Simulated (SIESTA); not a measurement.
The system is Se.

```
Se
1.0
     4.36620    0.00000    0.00000
    -2.18310    3.78124    0.00000
     0.00000    0.00000    4.95360
Se
3
Direct
  0.77460 0.77460 0.00000
  0.00000 0.22540 0.66667
  0.22540 0.00000 0.33333
```

Base run:

```yaml
Program: SIESTA 5.4.2
Functional: PBE
Potentials_or_basis: SG15 1.2 (PBE files) or PseudoDojo by element
Basis: DZP (energy shift 0.002 Ry)
Grid_cutoff: 500 Ry
Energy_shift: 0.002 Ry
k_mesh: 7 × 7 × 6
Occupations: fermi-dirac, width 0.05 eV
Spin: no spin polarisation
```

Its results: band gap on the k mesh 1.25 eV, indirect (least direct gap 1.50 eV); pressure 3.9 GPa; largest force 0.782 eV/Å.

**Question.** The run is repeated on the same cell with these changes: potentials or basis from SG15 1.2 (PBE files) or PseudoDojo by element to PseudoDojo 0.4 standard (PBE files); basis from DZP (energy shift 0.002 Ry) to TZDP (energy shift 0.002 Ry); valence electrons from 18 to 48. What comes out?

**Answer.** Band gap on the k mesh 1.11 eV, indirect (least direct gap 1.38 eV); pressure 8.5 GPa; largest force 1.745 eV/Å.

Caveats: semicore shells carry a single zeta, which can move pressures by several GPa and volumes by a few percent; the mesh misses the band edges, which the band path finds closer together; the basis of atomic orbitals isn't converged, which shifts pressures, moduli and gaps; forces of over 1 eV/Å show positions far from the minimum, so gaps and moduli don't describe the material at rest (some runs).
